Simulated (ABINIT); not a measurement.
An input for ABINIT 10.8.3 (BN (Qingsongite)):

```
acell 3*1.0 Angstrom
rprim 
  -0.000000000000 1.807500000000 1.807500000000
  1.807500000000 0.000000000000 1.807500000000
  1.807500000000 1.807500000000 -0.000000000000
ntypat 2
znucl 5 7
natom 2
typat 1 2
xred 
  0.000000000000 0.000000000000 0.000000000000
  0.250000000000 0.250000000000 0.250000000000
pp_dirpath "pseudos"
pseudos "B.upf, N.upf"
ecut 36
ngkpt 12 12 12
nshiftk 1
shiftk 0.11 0.21 0.31
kptopt 3
chksymbreak 0
istwfk *1
occopt 1
irdwfk 1
optdriver 99
bs_calctype 1
mbpt_sciss 1.473 eV
bs_loband 2
nband 6
bs_exchange_term 1
bs_coulomb_term 21
bs_coupling 0
bs_algorithm 2
bs_freq_mesh 0 16 0.1 eV
zcut 0.15 eV
ecuteps 3
ecutwfn 18
inclvkb 2
mdf_epsinf 4.54
irdden 1
bs_haydock_niter 300
bs_haydock_tol -0.02 0
indata_prefix "in"
outdata_prefix "out"
tmpdata_prefix "tmp"
```

```sh
OMP_NUM_THREADS=1 mpirun -n 4 abinit run.abi > log
```

**Question.** Estimate wall time and host memory on 4 MPI ranks of Arm Neoverse V1, shared host.

It took 7 min; on shared hardware allow 3.5 min to 14 min. Peak host memory was 2.9 GiB.

The kernel grows as the square of the matrix size, and full diagonalisation as its cube.

[Paths, hosts, dates, memory and timing lines, banners, echoed tables and standing remarks are left out of the program output.]

[Logs are printed without paths, hosts, clocks, repeated set-up lines and the standing remarks that a program may print on its own settings, such as how far it seeks lower states.]

[Runs of the session that timed out or met a known fault of the program may be left out.]

[Hosts, paths, dates, database ids (printed as entryN), source tags and the programs' standing remarks are cut or masked in the printed files.]

[G0W0 gaps are taken among the corrected bands and points alone; a level outside them can change the order at an edge.]

[Where Ansatz stands beside ABINIT at settings called matched, ABINIT's density can come from a denser mesh and the files from another edition; pairs whose starting gaps differed by over 0.03 eV were left out, so agreement reads better than it is.]
